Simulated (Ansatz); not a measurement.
# Sr under strains and displacements

The calculation used DFT PBE, scalar-relativistic, plane waves, PAW in Ansatz.

Cutoff 420 eV; k points 8×8×8 on the computed 4-atom cell (Γ-centred); Gaussian smearing, width 0.10 eV; no spin polarisation.

Reference cell:

```xyz
4
Lattice="-4.1585 4.1585 3.5768 4.1585 -4.1585 3.5768 4.1585 4.1585 -3.5768" Properties=species:S:1:pos:R:3 pbc="T T T"
Sr    5.5271    1.3686    0.0000
Sr   -1.3686    2.7899    3.5768
Sr    2.7899    1.3686    3.5768
Sr    1.3686    2.7899    0.0000
```

Each variant moves atoms of this cell by the vectors given, if any (Å), and then applies a symmetric strain (tensor components, Cartesian axes). The reference cell isn't relaxed at this level. Energies are per atom at zero smearing, counted from the lowest variant. Pressure is positive in compression.

1. strain (xx yy zz yz xz xy, %) -0.14 -0.14 1.36 0.00 0.00 0.00; moves: Sr1 (-0.042, -0.042, 0.000); Sr2 (0.042, 0.042, 0.000); Sr3 (0.042, -0.042, 0.000); Sr4 (-0.042, 0.042, 0.000)
2. no strain; moves: Sr2 (0.000, 0.000, 0.375)
3. strain (xx yy zz yz xz xy, %) -4.42 -4.42 4.58 0.00 0.00 0.00; moves: Sr1 (0.106, 0.106, 0.000); Sr2 (-0.106, -0.106, 0.000); Sr3 (-0.106, 0.106, 0.000); Sr4 (0.106, -0.106, 0.000)
4. strain (xx yy zz yz xz xy, %) 3.68 3.68 0.68 0.00 0.00 0.00; moves: Sr1 (0.106, 0.106, 0.000); Sr2 (-0.106, -0.106, 0.000); Sr3 (-0.106, 0.106, 0.000); Sr4 (0.106, -0.106, 0.000)
5. strain (xx yy zz yz xz xy, %) -3.35 -3.35 -0.34 0.00 0.00 0.00; moves: Sr1 (-0.010, -0.057, 0.015); Sr2 (0.010, 0.057, 0.015); Sr3 (0.057, -0.010, -0.015); Sr4 (-0.057, 0.010, -0.015)
6. strain (xx yy zz yz xz xy, %) -4.53 -4.53 -1.53 0.00 0.00 0.00; moves: Sr1 (-0.042, -0.042, 0.000); Sr2 (0.042, 0.042, 0.000); Sr3 (0.042, -0.042, 0.000); Sr4 (-0.042, 0.042, 0.000)

```json
{"result": "A", "ΔE (meV/atom)": "0.0", "P (GPa)": "-0.13", "largest force (eV/Å)": "0.09"}
{"result": "B", "ΔE (meV/atom)": "9.0", "P (GPa)": "-0.25", "largest force (eV/Å)": "0.34"}
{"result": "C", "ΔE (meV/atom)": "12.6", "P (GPa)": "0.55", "largest force (eV/Å)": "0.43"}
{"result": "D", "ΔE (meV/atom)": "37.9", "P (GPa)": "-0.96", "largest force (eV/Å)": "0.32"}
{"result": "E", "ΔE (meV/atom)": "20.7", "P (GPa)": "-0.13", "largest force (eV/Å)": "0.62"}
{"result": "F", "ΔE (meV/atom)": "27.6", "P (GPa)": "1.02", "largest force (eV/Å)": "0.53"}
```

Problem. Which variant gave which result?

Solution. A is 3, B is 1, C is 5, D is 4, E is 2, F is 6.

This form isn't the element's structure at ambient conditions.